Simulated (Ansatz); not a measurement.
# HfO2 (Fm-3m) in Ansatz: further runs

One crystal, HfO2, is run at these levels: revPBE, BLYP, PBE; tasks: relaxation of cell and atoms, single point.

Program: Ansatz 0.2.0. These are calculated values, not measurements. Logs are shortened: lines on timing, memory, paths and dates and some standing lists are left out, and cuts for length are marked.

### Step 1. The crystal as given

The structure is cubic, space group Fm-3m (No. 225). The conventional cell has a = 5.115 Å, b = 5.115 Å, c = 5.115 Å, α = 90.00°, β = 90.00°, γ = 90.00°. Hf (site symmetry m-3m) has 8 O at 2.21 Å as nearest neighbours. O (site symmetry -43m) has 4 Hf at 2.21 Å as nearest neighbours.

Measurements of this composition are mostly on another form, of space group No. 14.

### Step 2. Relaxation of cell and atoms, revPBE

input.yaml reads:

```yaml
crystal:
  lattice:
    - [0.0, 2.5575, 2.5575]
    - [2.5575, 0.0, 2.5575]
    - [2.5575, 2.5575, 0.0]
  atoms:
    - { symbol: Hf, position: [0.0, 0.0, 0.0] }
    - { symbol: O, position: [0.75, 0.75, 0.75] }
    - { symbol: O, position: [0.25, 0.25, 0.25] }
hamiltonian:
  xc: revpbe
  pseudopotentials: { kind: paw }
kpoints:
  mp_grid: { grid: [9, 9, 9] }
scf:
  occupations: { method: fermi_dirac, width: 0.05 }
output:
  forces: true
  stress: true
  write_density: true
  write_potential: true
  elf: true
  volumetric_format: npy
relax:
  f_tol: 0.01
  max_steps: 40
  cell: { stress_tol: 0.05 }
```

Potentials or basis: Ansatz PAW.

Command:

```
$ ansatz run input.yaml --threads 2 --pin off --max-ram 5632MiB --backend cpu --events-out ev --progress --plain --runs-dir out
```

Standard output:

```text
Warning: RAYON_NUM_THREADS=2 ignored (pool sized by the plan → 2); use --threads N
Engine: ansatz 0.2.0, aarch64-unknown-linux-gnu
Pseudopotentials: kind: paw
Pseudopotential: Hf, paw, valence charge 26, recommended cutoff 420 eV (normal), Hf.paw.azcp
Pseudopotential: O, paw, valence charge 6, recommended cutoff 420 eV (normal), O.paw.azcp
Functional definition: revPBE
  parameter kappa = 1.245
  parameter beta = 0.06672455060314922
  exchange = pbe_x(kappa = kappa, mu = beta*pi^2/3)
  correlation = pbe_c(beta = beta)
Crystal: 3 atoms, lattice volume = 33.456 Å³
Basis set: ecut = 420 eV, 645 PW (Γ), exchange–correlation on 50×50×50 points (8 copies of the dense FFT grid, shifted against one another)
Bands: 23, of which v1, the nominal top of the filled ones, is band 19 counted from 1 (18 counted from 0)
Symmetry: 48 space group operations
Space group: Fm-3m (ITA 225), of the structure as read, at distance tolerance 3.2e-5 Å
k-points: 35 of 729
Non-local potential: Hf, projectors of the file, l = 0: 3, l = 1: 2, l = 2: 2, l = 3: 3
Non-local potential: O, projectors of the file, l = 0: 2, l = 1: 2, l = 2: 1
PAW form: soft (Blöchl's): semilocal exchange-correlation on the pseudo side does not see the compensation charge
PAW frozen core: Hf, regenerated for the run's functional, and the local potential with it (the file was generated under x = pbe(κ = 0.804, μ = 0.2195149727645171), c = pbe(β = 0.06672455060314922))
PAW frozen core: O, regenerated for the run's functional, and the local potential with it (the file was generated under x = pbe(κ = 0.804, μ = 0.2195149727645171), c = pbe(β = 0.06672455060314922))
PAW one-centre angular grid: Hf, 590 points (default); XC on 64 Gauss nodes
PAW one-centre angular grid: O, 110 points (default); XC on 64 Gauss nodes
Initial density: superposition of atomic densities (neutral atoms: chi_scale 0, normalization atom), corrected by the library's trained network
Initial wavefunctions: pseudopotential atomic-orbital guess
Functional: x = revpbe(κ = 1.245, μ = 0.2195149727645171), c = pbe(β = 0.06672455060314922)
SCF iter   1: F=—  HF=-16872.653348 eV  |F-HF|=—  |Δ(HF+E_count)|=         —  Δρ=4.06e-3  dr2=5.63e-3  ethr=1.77e-3  ⟨swp⟩=4.5  Hψ=2938  notcnv=0
preconditioner: auto → none  [insulator: Δε(μ)=3.944 eV  Ē_g=18.230 eV  σ=0.050 eV  W_gap=1.00  n_scr=14 (ndim 8)  ℏωp=38.5 eV  f_vac=0.066  D(μ)=0.00/eV (n_scr^D=0)  ε∞_Penn≈5.5]
SCF iter   2: F=—  HF=-16872.654311 eV  |F-HF|=—  |Δ(HF+E_count)|=   9.63e-4  Δρ=3.24e-3  dr2=2.17e-3  ethr=1.48e-5  ⟨swp⟩=2.0  Hψ=1738  notcnv=0
SCF iter   3: F=—  HF=-16872.653970 eV  |F-HF|=—  |Δ(HF+E_count)|=   3.41e-4  Δρ=9.71e-4  dr2=2.07e-4  ethr=5.71e-6  ⟨swp⟩=2.0  Hψ=1291  notcnv=0
SCF iter   4: F=—  HF=-16872.654266 eV  |F-HF|=—  |Δ(HF+E_count)|=   2.96e-4  Δρ=1.55e-4  dr2=5.68e-6  ethr=5.44e-7  ⟨swp⟩=2.0  Hψ=1317  notcnv=0
SCF iter   5: F=—  HF=-16872.654378 eV  |F-HF|=—  |Δ(HF+E_count)|=   1.12e-4  Δρ=7.57e-5  dr2=1.09e-6  ethr=1.50e-8  ⟨swp⟩=2.1  Hψ=1477  notcnv=0
SCF iter   6: F=—  HF=-16872.654379 eV  |F-HF|=—  |Δ(HF+E_count)|=   9.80e-7  Δρ=2.92e-5  dr2=2.93e-7  ethr=2.88e-9  ⟨swp⟩=2.0  Hψ=1463  notcnv=0
SCF iter   7: F=-16872.654379 eV  HF=-16872.654379 eV  |F-HF|=4.74e-8  |Δ(HF+E_count)|=   1.00e-7  Δρ=1.64e-5  dr2=7.75e-8  ethr=2.63e-10  ⟨swp⟩=8.0  Hψ=5291  notcnv=0
SCF 1 converged in 7 iterations: F = -16872.654379 eV  dr2 = 7.75e-8
relax step   1: F+E_penalty+E_count = -16872.65437908 eV  Δ(F+E_penalty+E_count) = +0.000e0 eV  max|allowed force component| = 2.506e-18 eV/Å  Δτ_max = 0.0000 Å  P = +1.184 GPa  Ω = 33.456 Å³  (7 SCF iters, dr2 threshold 1.00e-7 eV, accepted)
Crystal: 3 atoms, lattice volume = 33.653 Å³
Initial density: handed on by an earlier stage of this run
Initial wavefunctions: those handed on with the density
iter 1 solved again at ethr=5.00e-7 eV; its pass at ethr=3.10e-3 eV (dr2=1.90e-4 eV) is discarded
SCF iter   1: F=—  HF=-16872.653901 eV  |F-HF|=—  |Δ(HF+E_count)|=         —  Δρ=7.39e-4  dr2=1.57e-4  ethr=5.00e-7  ⟨swp⟩=2.0  Hψ=4191  notcnv=0
preconditioner: auto → none  [insulator: Δε(μ)=3.893 eV  Ē_g=18.192 eV  σ=0.050 eV  W_gap=1.00  n_scr=14 (ndim 8)  ℏωp=38.4 eV  f_vac=0.072  D(μ)=0.00/eV (n_scr^D=0)  ε∞_Penn≈5.5]
SCF iter   2: F=—  HF=-16872.653981 eV  |F-HF|=—  |Δ(HF+E_count)|=   8.04e-5  Δρ=2.78e-4  dr2=2.55e-5  ethr=4.13e-7  ⟨swp⟩=2.0  Hψ=1330  notcnv=0
SCF iter   3: F=—  HF=-16872.653980 eV  |F-HF|=—  |Δ(HF+E_count)|=   1.10e-6  Δρ=1.78e-4  dr2=9.47e-6  ethr=6.72e-8  ⟨swp⟩=2.0  Hψ=1196  notcnv=0
SCF iter   4: F=—  HF=-16872.653979 eV  |F-HF|=—  |Δ(HF+E_count)|=   4.19e-7  Δρ=4.25e-5  dr2=3.05e-7  ethr=2.49e-8  ⟨swp⟩=2.0  Hψ=1330  notcnv=0
SCF iter   5: F=-16872.653980 eV  HF=-16872.653980 eV  |F-HF|=9.06e-8  |Δ(HF+E_count)|=   1.55e-7  Δρ=1.94e-5  dr2=7.29e-8  ethr=7.89e-10  ⟨swp⟩=8.6  Hψ=5286  notcnv=0
SCF 2 converged in 5 iterations: F = -16872.653980 eV  dr2 = 7.29e-8
relax step   2: F+E_penalty+E_count = -16872.65397971 eV  Δ(F+E_penalty+E_count) = +3.994e-4 eV  max|allowed force component| = 2.448e-17 eV/Å  Δτ_max = 0.0000 Å  P = -0.260 GPa  Ω = 33.653 Å³  energy of the carried Pulay correction = -9.624e-4 eV  (5 SCF iters, dr2 threshold 3.00e-7 eV, accepted)
Crystal: 3 atoms, lattice volume = 33.617 Å³
iter 1 solved again at ethr=1.54e-8 eV; its pass at ethr=3.10e-3 eV (dr2=5.86e-6 eV) is discarded
SCF iter   1: F=—  HF=-16872.654072 eV  |F-HF|=—  |Δ(HF+E_count)|=         —  Δρ=1.32e-4  dr2=4.79e-6  ethr=1.54e-8  ⟨swp⟩=2.0  Hψ=4184  notcnv=0
preconditioner: auto → none  [insulator: Δε(μ)=3.896 eV  Ē_g=18.200 eV  σ=0.050 eV  W_gap=1.00  n_scr=14 (ndim 8)  ℏωp=38.4 eV  f_vac=0.071  D(μ)=0.00/eV (n_scr^D=0)  ε∞_Penn≈5.5]
SCF iter   2: F=—  HF=-16872.654182 eV  |F-HF|=—  |Δ(HF+E_count)|=   1.11e-4  Δρ=3.78e-5  dr2=5.18e-7  ethr=1.26e-8  ⟨swp⟩=2.0  Hψ=1330  notcnv=0
SCF iter   3: F=—  HF=-16872.654182 eV  |F-HF|=—  |Δ(HF+E_count)|=   9.22e-8  Δρ=2.57e-5  dr2=1.81e-7  ethr=4.44e-10  ⟨swp⟩=8.1  Hψ=5310  notcnv=0
SCF iter   4: F=-16872.654182 eV  HF=-16872.654182 eV  |F-HF|=9.60e-9  |Δ(HF+E_count)|=   2.49e-8  Δρ=7.14e-6  dr2=1.05e-8  ethr=4.44e-10  ⟨swp⟩=7.9  Hψ=4926  notcnv=0
SCF 3 converged in 4 iterations: F = -16872.654182 eV  dr2 = 1.05e-8
relax step   3: F+E_penalty+E_count = -16872.65418226 eV  Δ(F+E_penalty+E_count) = -2.026e-4 eV  max|allowed force component| = 4.626e-18 eV/Å  Δτ_max = 0.0000 Å  P = -0.001 GPa  Ω = 33.617 Å³  energy of the carried Pulay correction = -7.888e-4 eV  (4 SCF iters, dr2 threshold 1.69e-7 eV, accepted)
Initial wavefunctions: pseudopotential atomic-orbital guess (no wavefunctions were taken with the density)
iter 1 solved again at ethr=3.67e-8 eV; its pass at ethr=3.10e-3 eV (dr2=1.39e-5 eV) is discarded
SCF iter   1: F=—  HF=-16872.654926 eV  |F-HF|=—  |Δ(HF+E_count)|=         —  Δρ=4.50e-5  dr2=9.60e-8  ethr=3.67e-8  ⟨swp⟩=3.2  Hψ=5402  notcnv=0
SCF iter   2: F=—  HF=-16872.655034 eV  |F-HF|=—  |Δ(HF+E_count)|=   1.08e-4  Δρ=2.22e-5  dr2=2.03e-8  ethr=2.53e-10  ⟨swp⟩=2.1  Hψ=1474  notcnv=0
SCF iter   3: F=—  HF=-16872.655034 eV  |F-HF|=—  |Δ(HF+E_count)|=   7.22e-8  Δρ=5.36e-6  dr2=3.51e-9  ethr=5.34e-11  ⟨swp⟩=2.0  Hψ=1330  notcnv=0
SCF iter   4: F=—  HF=-16872.655034 eV  |F-HF|=—  |Δ(HF+E_count)|=   1.72e-9  Δρ=1.53e-6  dr2=3.94e-10  ethr=9.24e-12  ⟨swp⟩=2.0  Hψ=1339  notcnv=0
SCF iter   5: F=—  HF=-16872.655034 eV  |F-HF|=—  |Δ(HF+E_count)|=  2.76e-10  Δρ=6.35e-7  dr2=6.67e-11  ethr=1.04e-12  ⟨swp⟩=2.0  Hψ=1330  notcnv=0
SCF iter   6: F=-16872.655034 eV  HF=-16872.655034 eV  |F-HF|=7.28e-12  |Δ(HF+E_count)|=  7.28e-12  Δρ=1.69e-7  dr2=5.50e-12  ethr=1.00e-12  ⟨swp⟩=5.8  Hψ=3776  notcnv=0
SCF 4 converged in 6 iterations: F = -16872.655034 eV  dr2 = 5.50e-12
relax step   4: F+E_penalty+E_count = -16872.65503390 eV  Δ(F+E_penalty+E_count) = -8.516e-4 eV  max|allowed force component| = 3.469e-18 eV/Å  Δτ_max = 0.0000 Å  P = +0.040 GPa  Ω = 33.617 Å³  stress off target by 4.05e-2 GPa  SCF on the basis re-selected at this cell (its energy is not comparable with the rows above)  (6 SCF iters)
basis re-selected at this cell: Δ(F+E_penalty+E_count) = -8.516e-4 eV, ΔP = +0.041 GPa vs the last step (what re-selecting the basis moved, of the pressure what is left beyond the Pulay correction that the steps carried, after the strain that the cell walked since its last selection, with what the two solves' SCF thresholds leave and, on support functions, any second-order correction that the steps lacked; it is no measure of the basis error at this ecutwfc). This SCF's stress stands 4.05e-2 GPa from its target on what of the cell is left free (relax.cell.stress_tol is 5.00e-2 GPa) and its largest allowed force component is 3.47e-18 eV/Å (relax.f_tol is 1.00e-2 eV/Å): within both
SCF converged after 6 iterations
Free energy (F): -16872.655034 eV
Harris-Foulkes:  -16872.655034 eV  (|F-HF|=7.28e-12)
Internal energy: -16872.655034 eV  (E = F + TS)
E sigma→0 (E₀):  -16872.655034 eV
Fermi energy:    17.444374 eV
--- Per-component energies (eV) ---
  E_band       = 31.044577
  E_kinetic    = 770.289845
  E_local      = -5824.826963  (includes V_loc(G=0)·N_el)
  E_nonlocal   = -1150.115516
  E_hartree    = 2666.049567
  E_xc         = -448.186046
  E_vxc        = -454.454150  (∫ρ·V_xc dr)
  E_paw        = -7252.633134  (= ΣΔE_a)
  E_vpaw       = 1358.047342  (= ΣTr[D̂ρ^β])
  E_aug_tail   = 0.004926  (compensation charges beyond the density's cutoff)
  E_ewald      = -5633.074596
  E_core_change = -0.163115  (= ΣΔE_core)
  E_smearing   = -0.000000  (= −TS)
  E_closure    = -0.000000  (closes the sum)
  Σ components = -16872.655034   (vs F -16872.655034, Δ=0.00e0)
--- Forces (eV/Å), atoms counted from 1 ---
  atom   1  Hf     0.00000000    -0.00000000     0.00000000
  atom   2  O      0.00000000     0.00000000    -0.00000000
  atom   3  O     -0.00000000    -0.00000000     0.00000000
  max |Σ_I F_I| component: 1.16e-18 eV/Å
--- Stress (GPa, compression-positive) ---
        0.040469      -0.000000      -0.000000
       -0.000000       0.040469       0.000000
       -0.000000       0.000000       0.040469
  P = ⅓ Tr σ = 0.0405 GPa (0.405 kbar)
--- Band table (eV; the first three rows and the last of 35) ---
  k-point 0: bands = ["-45.6948", "-14.2054", "-14.2054", "-14.2054", "-3.0983", "-0.4097", "4.4197", "4.4197", "4.4197", "4.4798", "4.4798", "4.4798", "4.6703", "10.3469", "10.3469", "10.3469", "14.9356", "14.9356", "14.9356", "19.4074", "19.4074", "21.1949", "25.5990"]
  k-point 1: bands = ["-45.6935", "-14.2526", "-14.2106", "-14.2106", "-2.9471", "-0.5151", "4.4219", "4.4219", "4.4226", "4.4758", "4.4758", "4.4799", "4.6377", "10.4645", "10.4645", "10.6694", "14.5677", "14.7164", "14.7164", "19.6254", "19.6254", "21.6932", "25.0653"]
  k-point 2: bands = ["-45.6900", "-14.3685", "-14.2237", "-14.2237", "-2.5665", "-0.7550", "4.4270", "4.4270", "4.4316", "4.4672", "4.4672", "4.4802", "4.5728", "10.7681", "10.7681", "11.4615", "13.7856", "14.2693", "14.2693", "20.0075", "20.0075", "22.4362", "24.4236"]
  k-point 34: bands = ["-45.6795", "-14.4904", "-14.4323", "-14.3088", "-1.3126", "-1.3103", "4.4424", "4.4465", "4.4487", "4.4523", "4.4552", "4.4671", "4.4732", "10.3480", "10.7765", "12.7605", "13.1702", "14.2192", "15.1942", "20.2269", "20.6149", "22.3599", "22.5452"]
--- Relaxed structure (3 steps of the walk, 3 accepted, 1 SCFs on fresh bases) ---
  F+E_penalty+E_count = -16872.65503390 eV   max|allowed force component| = 3.469e-18 eV/Å   (the final SCF, on the basis selected at the relaxed cell)
  cell:  # Å, volume = 33.6174 Å³
    - [-2.261071339597418e-34, 2.5616009185328936, 2.5616009185328936]
    - [2.5616009185328936, 2.547686016447795e-35, 2.5616009185328936]
    - [2.5616009185328936, 2.5616009185328936, -1.0509204817847156e-34]
  atoms:
    - { symbol: Hf, position: [8.636889523669612e-36, -1.0548935075740274e-35, -2.966121946160898e-36] }
    - { symbol: O, position: [0.7500000000000002, 0.7500000000000002, 0.7500000000000002] }
    - { symbol: O, position: [0.25000000000000006, 0.25000000000000006, 0.25000000000000006] }
```

Run time: 2.8 s. Hardware: 2 threads of Arm Neoverse V2, shared host; peak memory 0.33 GiB.

Results:

```yaml
Free_energy: -16872.6550 eV
Relaxed_volume: 11.21 Å³/atom
Relaxed_cell: a = 3.623 Å, b = 3.623 Å, c = 3.623 Å, α = 60.00°, β = 60.00°, γ = 60.00°
Space_group_after_relaxing_to_0.05_Å: Fm-3m (No. 225)
Energy_gained_by_relaxing: 0.2 meV/atom
Ionic_steps: 4
Pressure_after_relaxing: 0.0 GPa
Band_gap_on_the_k_mesh: 3.90 eV, indirect (least direct gap 4.01 eV)
```

The path:
```tsv
step	energy change (eV)	largest force (eV/Å)	volume (Å³)
1	0.0000	0.0000	33.46
2	0.0004	0.0000	33.65
3	0.0002	0.0000	33.62
4	-0.0007	0.0000	33.62
```

Final structure:
```xyz
3
Lattice="0.0000 2.5616 2.5616 2.5616 0.0000 2.5616 2.5616 2.5616 0.0000" Properties=species:S:1:pos:R:3 pbc="T T T"
Hf    0.0000    0.0000    0.0000
O     3.8424    3.8424    3.8424
O     1.2808    1.2808    1.2808
```

Caveat: odd divisions of the mesh miss points on the zone boundary, where band edges often lie, so the gap on the mesh can be too wide; the plane-wave basis is chosen anew once the cell has moved, so the energies of steps on either side of that aren't comparable; the pressure holds a Pulay correction of +0.8 GPa for the finite cutoff; spin-orbit coupling is left out, which moves the levels of the heavy elements; the PAW data sets come from PBE, with cores solved anew for the run's functional, which leaves a small shift of forces and pressure. Zero-point motion and thermal expansion aren't in these numbers.

### Step 3. Relaxation of cell and atoms, BLYP

Changes to input.yaml since step 2:

```diff
@@ -10,3 +10,3 @@
 hamiltonian:
-  xc: revpbe
+  xc: blyp
   pseudopotentials: { kind: paw }
@@ -19,6 +19,2 @@
   stress: true
-  write_density: true
-  write_potential: true
-  elf: true
-  volumetric_format: npy
 relax:
```

Potentials or basis: Ansatz PAW.

Command:

```
$ ansatz run input.yaml --threads 2 --pin off --max-ram 5632MiB --backend cpu --events-out ev --progress --plain --runs-dir out
```

Wall time 3.7 s (2 threads of Arm Neoverse V2, shared host); peak memory 0.32 GiB.

Results (log left out):

- Free energy: -16889.2873 eV
- Relaxed volume: 11.34 Å³/atom
- Relaxed cell: a = 3.637 Å, b = 3.637 Å, c = 3.637 Å, α = 60.00°, β = 60.00°, γ = 60.00°
- Space group after relaxing (to 0.05 Å): Fm-3m (No. 225)
- Energy gained by relaxing: 2.3 meV/atom
- Ionic steps: 6
- Pressure after relaxing: 0.0 GPa
- Band gap on the k mesh: 3.85 eV

The path:
```
step  energy change (eV)  largest force (eV/Å)  volume (Å³)
   1              0.0000                0.0000        33.46
   2             -0.0019                0.0000        34.12
   3             -0.0032                0.0000        33.99
   4             -0.0070                0.0000        33.99
   5             -0.0069                0.0000        34.01
   6             -0.0069                0.0000        34.01
```

Final structure:
```cif
data_structure
_symmetry_space_group_name_H-M 'P 1'
_symmetry_Int_Tables_number 1
_cell_length_a 3.6368
_cell_length_b 3.6368
_cell_length_c 3.6368
_cell_angle_alpha 60.000
_cell_angle_beta 60.000
_cell_angle_gamma 60.000
_cell_volume 34.01
loop_
_atom_site_label
_atom_site_type_symbol
_atom_site_fract_x
_atom_site_fract_y
_atom_site_fract_z
_atom_site_occupancy
Hf1 Hf 0.00000 0.00000 0.00000 1
O1 O 0.75000 0.75000 0.75000 1
O2 O 0.25000 0.25000 0.25000 1
```

Caveat: odd divisions of the mesh miss points on the zone boundary, where band edges often lie, so the gap on the mesh can be too wide; the plane-wave basis is chosen anew once the cell has moved, so the energies of steps on either side of that aren't comparable; the pressure holds a Pulay correction of +1.0 GPa for the finite cutoff; spin-orbit coupling is left out, which moves the levels of the heavy elements; the PAW data sets come from PBE, with cores solved anew for the run's functional, which leaves a small shift of forces and pressure. BLYP gives volumes clearly too large for solids.

### Step 4. Single point, PBE

Changes to input.yaml since step 3:

```diff
@@ -10,3 +10,3 @@
 hamiltonian:
-  xc: blyp
+  xc: pbe
   pseudopotentials: { kind: paw }
@@ -15,3 +15,3 @@
 scf:
-  occupations: { method: fermi_dirac, width: 0.05 }
+  occupations: { method: gaussian, width: 0.012 }
 output:
@@ -19,5 +19,2 @@
   stress: true
-relax:
-  f_tol: 0.01
-  max_steps: 40
-  cell: { stress_tol: 0.05 }
+  eigenvalues: true
```

Command:

```
$ ansatz run input.yaml --threads 2 --pin off --max-ram 5632MiB --backend cpu --events-out ev --progress --plain --runs-dir out
```

Wall time 0.72 s (2 threads of Arm Neoverse V2, shared host); peak memory 0.3 GiB.

The run converged. Its results:

- Free energy: -16861.4075 eV
- Pressure: -2.5 GPa
- Band gap on the k mesh: 3.83 eV, indirect (least direct gap 3.94 eV)

Levels at points of the mesh, in eV from the valence-band top:
| k point | band 15 | band 16 | band 17 | band 18 | band 19 | band 20 | band 21 | band 22 | band 23 |
| --- | --- | --- | --- | --- | --- | --- | --- | --- | --- |
| (0.00, 0.00, 0.00) | -5.18 | -5.18 | -0.56 | -0.56 | -0.56 | 3.87 | 3.87 | 5.63 | 10.16 |

Caveat: odd divisions of the mesh miss points on the zone boundary, where band edges often lie, so the gap on the mesh can be too wide; the pressure holds a Pulay correction of +0.9 GPa for the finite cutoff; spin-orbit coupling is left out, which moves the levels of the heavy elements. A hybrid or GW would open this gap; PBE tends to underestimate it.

### Step 5. Single point, PBE

Changes to input.yaml since step 4:

```diff
@@ -15,3 +15,3 @@
 scf:
-  occupations: { method: gaussian, width: 0.012 }
+  occupations: { method: gaussian, width: 0.013 }
 output:
```

Command:

```
$ ansatz run input.yaml --threads 2 --pin off --max-ram 5632MiB --backend cpu --events-out ev --progress --plain --runs-dir out
```

Run time: 0.72 s. Hardware: 2 threads of Arm Neoverse V2, shared host; peak memory 0.3 GiB.

Results (log left out):

| Property | Result |
| --- | --- |
| Free energy | -16861.4075 eV |
| Pressure | -2.5 GPa |
| Band gap on the k mesh | 3.83 eV, indirect (least direct gap 3.94 eV) |

Levels at points of the mesh, in eV from the valence-band top:
```
           k point  band 15  band 16  band 17  band 18  band 19  band 20  band 21  band 22  band 23
(0.00, 0.00, 0.00)    -5.18    -5.18    -0.56    -0.56    -0.56     3.87     3.87     5.63    10.16
```

Caveat: odd divisions of the mesh miss points on the zone boundary, where band edges often lie, so the gap on the mesh can be too wide; the pressure holds a Pulay correction of +0.9 GPa for the finite cutoff; spin-orbit coupling is left out, which moves the levels of the heavy elements. A k mesh can miss the band edges.

### Step 6. The runs side by side

| task | level | cell | smearing | gap on the mesh (eV) | pressure (GPa) | relaxed volume (Å³/atom) |
| --- | --- | --- | --- | --- | --- | --- |
| relaxation of cell and atoms | revPBE | relaxed | fermi-dirac 0.05 eV | 3.90 | 0.0 | 11.21 |
| relaxation of cell and atoms | BLYP | relaxed | fermi-dirac 0.05 eV | 3.85 | 0.0 | 11.34 |
| single point | PBE | as given | gaussian 0.012 eV | 3.83 | -2.5 | - |
| single point | PBE | as given | gaussian 0.013 eV | 3.83 | -2.5 | - |

Alike in all rows: potentials or basis Ansatz PAW; no spin polarisation; k mesh 9 × 9 × 9; cutoff (eV) 420.

Caveats: odd divisions of the mesh miss points on the zone boundary, where band edges often lie, so the gap on the mesh can be too wide; spin-orbit coupling is left out, which moves the levels of the heavy elements; the plane-wave basis is chosen anew once the cell has moved, so the energies of steps on either side of that aren't comparable (some runs); the PAW data sets come from PBE, with cores solved anew for the run's functional, which leaves a small shift of forces and pressure (some runs).

Absolute energies hang on the potentials; compare differences alone.
